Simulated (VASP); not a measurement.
**BN: relaxation of cell and atoms with r2SCAN0**

Crystal: BN.

```xyz
2
Lattice="0.0000 3.4953 2.1661 1.2516 0.0000 2.1661 1.2516 3.4953 0.0000" Properties=species:S:1:pos:R:3 pbc="T T T"
N     1.2516    3.4953    2.8881
B     1.2516    3.4953    0.0002
```

Measurements of this composition are mostly on another form, of space group No. 194.

```json
{
 "Program": "VASP 6.6.1",
 "Task": "relaxation of cell and atoms",
 "Functional": "r2SCAN0",
 "Potentials or basis": "VASP PAW PBE potentials, release 64 (N, B)",
 "Cutoff": "600 eV",
 "k mesh": "5 × 5 × 5",
 "Occupations": "gaussian, width 0.05 eV",
 "Spin": "no spin polarisation",
 "Grid for exact exchange (PRECFOCK)": "Fast",
 "Exchange at q = 0": "default",
 "Further INCAR settings": "ALGO = Normal; EDIFF = 1e-07; IBRION = 2; EDIFFG = -0.01; NSW = 40; ISIF = 3"
}
```

The relaxed volume is 9.28 Å³/atom, the relaxed cell is a = 4.071 Å, b = 2.490 Å, c = 3.671 Å, α = 80.22°, β = 37.07°, γ = 62.71° and the space group after relaxing (to 0.05 Å) is Fmm2 (No. 42). The energy gained by relaxing is 1.3 meV/atom and the ionic steps are 20. The pressure after relaxing is 0.1 GPa and the band gap on the k mesh is 6.72 eV, indirect (least direct gap 7.56 eV).

Forces in eV/Å, atoms in the order of the input:
```
N    0.000  0.000  0.002
B    0.000  0.000 -0.002
```

Stress tensor (GPa, compression positive):
```
 0.13  0.00  0.00
 0.00 -0.01  0.00
 0.00  0.00  0.08
```

Step by step:
```tsv
step	energy change (eV)	largest force (eV/Å)	pressure (GPa)	volume (Å³)
1	0.0000	0.0096	-3.25	18.95
2	0.0087	0.0315	6.99	18.43
3	-0.0025	0.0025	-0.10	18.78
4	-0.0025	0.0027	-0.06	18.78
5	-0.0025	0.0089	-0.04	18.77
6	-0.0025	0.0439	-0.02	18.73
7	-0.0026	0.0434	-0.02	18.73
8	-0.0026	0.0417	-0.02	18.73
9	-0.0026	0.0385	-0.03	18.72
10	-0.0026	0.0321	-0.04	18.70
11	-0.0026	0.0192	-0.06	18.66
12	-0.0027	0.0065	-0.11	18.59
13	-0.0026	0.0577	-0.20	18.45
14	-0.0027	0.0188	-0.13	18.56
15	-0.0027	0.0133	-0.12	18.57
16	-0.0027	0.0105	-0.11	18.58
17	-0.0027	0.0085	-0.11	18.59
18	-0.0027	0.0065	-0.06	18.58
19	-0.0027	0.0006	0.11	18.55
20	-0.0027	0.0024	0.07	18.56
```

Final structure:
```cif
data_structure
_symmetry_space_group_name_H-M 'P 1'
_symmetry_Int_Tables_number 1
_cell_length_a 4.0712
_cell_length_b 2.4903
_cell_length_c 3.6713
_cell_angle_alpha 80.222
_cell_angle_beta 37.071
_cell_angle_gamma 62.707
_cell_volume 18.56
loop_
_atom_site_label
_atom_site_type_symbol
_atom_site_fract_x
_atom_site_fract_y
_atom_site_fract_z
_atom_site_occupancy
N1 N 0.66661 0.66661 0.33339 1
B1 B 0.00009 0.00009 0.99991 1
```

Levels at points of the mesh, in eV from the valence-band top:
```
           k point  band 1  band 2  band 3  band 4  band 5  band 6  band 7  band 8
(0.00, 0.00, 0.00)  -20.24   -4.83   -1.48   -1.48    7.15   14.81   14.90   17.20
```

Wall time 24 min on 1 thread of Intel(R) Xeon(R) 6975P-C (Granite Rapids), with other jobs on the host, peak memory 0.16 GiB.

Caveat: the k mesh is coarse (spacing up to 0.61 Å⁻¹), so the values aren't converged, least of all with exact exchange; the PAW data sets were made with another functional, which shifts forces and pressure a little; an odd mesh through Γ misses points on the zone boundary, where band edges often lie.
